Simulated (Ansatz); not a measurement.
# Sn: the cost of one run

Computed with Ansatz 0.2.0 (DFT r2SCAN, scalar-relativistic, plane waves, PAW, unless a step's input says otherwise).

1 further run of the same task is left out (set aside as unsound or not needed).

**1. The starting structure**

It takes space group Im-3m (No. 229, cubic). Conventional cell: a = 3.783 Å, b = 3.783 Å, c = 3.783 Å, α = 90.00°, β = 90.00°, γ = 90.00°. Sn (site symmetry m-3m) is surrounded by 8 Sn at 3.28 Å.

Structure file:

```
Sn
1.0
    -1.89129    1.89129    1.89129
     1.89129   -1.89129    1.89129
     1.89129    1.89129   -1.89129
Sn
1
Direct
  0.00000 0.00000 0.00000
```

It goes back to an entry of the Materials Project, which need not be the stable form.

It is the result of an earlier relaxation at this level (volume 27.06 Å³/atom; gap on the mesh: none (metal)).

**2. Zero of energy**

The reference gives a free energy of -6038.3995 eV, pressure -0.45 GPa, largest force 0.000 eV/Å and gap on the mesh none (metal). It was computed beforehand with the settings of the runs below.

**3. Breaking the symmetry**

Cell sheared at random, sigma 0.01. Displacements in the unstrained cell, with the mean shift removed:

| atom | ux (Å) | uy (Å) | uz (Å) |
| --- | --- | --- | --- |
| Sn1 | 0.000 | 0.000 | 0.000 |

Strain (xx, yy, zz, yz, xz, xy; engineering shear): (-0.0074, 0.0086, -0.0011, 0.0340, 0.0201, 0.0115).

**4. Single point of the disturbed structure**

input.yaml reads:

```yaml
crystal:
  lattice:
    - [-1.8474379594, 1.9287649862, 1.9022407685]
    - [1.8854265413, -1.8645214659, 1.8759858301]
    - [1.8691065797, 1.8861900863, -1.8379972482]
  atoms:
    - { symbol: Sn, position: [0.0, 0.0, 0.0] }
basis:
  ecutwfc: 500
kpoints:
  mp_grid: { grid: [12, 12, 12] }
hamiltonian:
  xc: r2scan
scf:
  occupations: { method: gaussian, width: 0.15 }
output:
  forces: true
  stress: true
  eigenvalues: true
```

Started as:

```console
> ansatz run input.yaml --threads 2 --pin off --max-ram 5120MiB --backend cpu --events-out ev --progress --plain --runs-dir out
```

Q: Estimate wall time and peak memory on 2 threads of Arm Neoverse V2, shared host.

About 10 s, with a peak of 0.62 GiB.
